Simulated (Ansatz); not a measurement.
`FC(F)(F)C(Cl)Cl` + H₂ → `ClCCl` + trifluoromethane at 298.15 K and 1 bar (hydrogenolysis of a C–C bond).

Computed with Ansatz on PBE0-D4/def2-TZVP structures; ΔE is electronic, products minus reactants. CCSD(T)/CBS is the MP2 limit (def2-TZVPP, def2-QZVPP) plus CCSD(T) − MP2 in def2-TZVPP, frozen cores. This one scheme is used for every species.

```json
{"species": "`FC(F)(F)C(Cl)Cl`", "CCSD(T)/CBS energy (Eh)": "-1295.63294", "H − E (kJ/mol)": "110.8", "S (J/(mol·K))": "352.2"}
{"species": "H₂", "CCSD(T)/CBS energy (Eh)": "-1.17544", "H − E (kJ/mol)": "35.1", "S (J/(mol·K))": "130.4"}
{"species": "`ClCCl`", "CCSD(T)/CBS energy (Eh)": "-958.80256", "H − E (kJ/mol)": "89.3", "S (J/(mol·K))": "270.0"}
{"species": "`FC(F)F`", "CCSD(T)/CBS energy (Eh)": "-338.02896", "H − E (kJ/mol)": "78.4", "S (J/(mol·K))": "259.5"}
```

H − E and S are ideal-gas, rigid-rotor, harmonic terms from PBE0-D4/def2-TZVP. For small species the MP2-based limit differs from directly extrapolated CCSD(T) by up to some mEh (0.8 for H₂); such offsets cancel only in part. 1 Eh = 2625.50 kJ/mol, R = 8.31446 J/(mol·K).

**Question.** By hand: ΔE, ΔH, ΔS and ΔG.

**Answer.** ΔE = (-958.80256) + (-338.02896) − (-1295.63294) − (-1.17544) = -0.02314 Eh = -60.8 kJ/mol. Δ(H − E) = 89.3 + 78.4 − 110.8 − 35.1 = 21.8, so ΔH = -39.0 kJ/mol. ΔS = 270.0 + 259.5 − 352.2 − 130.4 = 46.9 J/(mol·K). ΔG = -39.0 − 298.15 × (46.9)/1000 = -53.0 kJ/mol.

**Question.** By hand: the equilibrium constant, and the temperature at which ΔG would vanish if ΔH and ΔS stayed fixed.

**Answer.** log₁₀ K = −ΔG/(RT ln 10) = 9.3. ΔH and −TΔS have one sign here, so there is no such temperature.

TΔS isn't small against ΔH here. A doubt of 5 kJ/mol in ΔE shifts log₁₀ K by 0.9 here. These are equilibria of isolated gas molecules and say nothing of rates. Largest T1 diagnostic: 0.012 (customary marks: 0.02 for closed shells, 0.045 for open ones).
